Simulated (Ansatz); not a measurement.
A (100) slab of Ti (P6_3/mmc (No. 194)), 10 planes, outer planes Ti (top) and Ti (bottom), with 10 atoms (Ti10) in a surface cell of A = 13.666 Å², as cut from the bulk:

```yaml
crystal:
  lattice:
    - [2.93846, 0.00000, 0.00000]
    - [0.00000, 4.65063, 0.00000]
    - [0.00000, 0.00000, 26.87564]
  atoms:
    - { symbol: Ti, position: [0.00000, 0.25000, 0.27906] }
    - { symbol: Ti, position: [0.00000, 0.75000, 0.34219] }
    - { symbol: Ti, position: [0.50000, 0.25000, 0.37375] }
    - { symbol: Ti, position: [0.50000, 0.75000, 0.43688] }
    - { symbol: Ti, position: [0.00000, 0.25000, 0.46844] }
    - { symbol: Ti, position: [0.00000, 0.75000, 0.53156] }
    - { symbol: Ti, position: [0.50000, 0.25000, 0.56312] }
    - { symbol: Ti, position: [0.50000, 0.75000, 0.62625] }
    - { symbol: Ti, position: [0.00000, 0.25000, 0.65781] }
    - { symbol: Ti, position: [0.00000, 0.75000, 0.72094] }
```

These are results of DFT PBE, scalar-relativistic, plane waves, PAW in Ansatz, not measurements. Cutoff 420 eV; k points 12×8×1 on the computed 10-atom cell (Γ-centred); Gaussian smearing, width 0.10 eV; no spin polarisation. The cell repeats along c with a dipole correction in the vacuum.

Against the same 10 atoms in the bulk, the slab as cut lies 4.193 eV higher and the relaxed slab 3.845 eV higher.

(1) Work out the surface energy before and after relaxation.

(2) What is the ideal work of this cut, per area?

Results:

(1) The slab has two faces, so γ = (E_slab − N·E_bulk)/(2A), the mean of both. As cut: 4.193/(2 × 13.666) = 0.1534 eV/Å², and 1 eV/Å² = 16.02 J/m², so γ = 2.46 J/m². Relaxed: 3.845/(2 × 13.666) = 0.1407 eV/Å² = 2.25 J/m². Relaxation recovers 8 % of the cost of cutting.

(2) Griffith's ideal work is 2γ: 4.92 J/m² if the new faces stay rigid, 4.51 J/m² if they relax. Other cuts parallel to this plane can cost less. One thickness was run, 10 planes, so γ can still shift with it.

The cost of this surface is set largely by where the cut falls. Prismatic planes of hcp titanium alternate between narrow and wide spacings, and both faces here have the wide spacing directly beneath the outermost plane, so the cut went through a narrow one. That severs more nearest-neighbour contacts than parting the crystal at a wide spacing and leaves the outer atoms strongly undercoordinated. Bond counting therefore suggests that the other termination is the cheaper one, and 2.25 J/m² should not be read as the lowest energy of this orientation.

The 8 % recovered by relaxation probably comes mainly from the outer plane moving inward, as is usual on open metal surfaces: the remaining d bonds shorten and strengthen, and the electron density smooths out over the corrugated face. This makes up for only a small part of the lost bonding. The ideal work is a thermodynamic lower bound for separation along this particular cut, not a fracture toughness, which in a ductile metal such as titanium is dominated by plastic dissipation.
